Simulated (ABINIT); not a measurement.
**Hf in ABINIT: the effect of functional**

Crystal: Hf.

```
CELL_PARAMETERS angstrom
3.19670 0.00000 0.00000
-1.59835 2.76842 0.00000
0.00000 0.00000 5.05780
ATOMIC_POSITIONS crystal
Hf 0.66667 0.33333 0.75000
Hf 0.33333 0.66667 0.25000
```

Alike in all runs:

```yaml
Program: ABINIT 10.8.3 (patched build)
Task: band structure
Potentials_or_basis: JTH PAW PBE v2.0
Cutoff: 626 eV
k_mesh: 10 × 10 × 5
Occupations: fermi-dirac, width 0.05 eV
Spin: no spin polarisation
```

```csv
functional,pressure (GPa)
PBE,0.2
LDA,?
PBEsol,-4.2
RPBE,3.0
BLYP,3.1
AM05,-4.1
r2SCAN,-0.3
SCAN,-4.6
revPBE,2.2
PW91,-0.4
WC,-4.0
```

**Question.** What does the run with functional LDA give?

**Answer.** Pressure -8.0 GPa.

Caveats: the PAW data sets were made with another functional, which shifts forces and pressure a little (some runs).
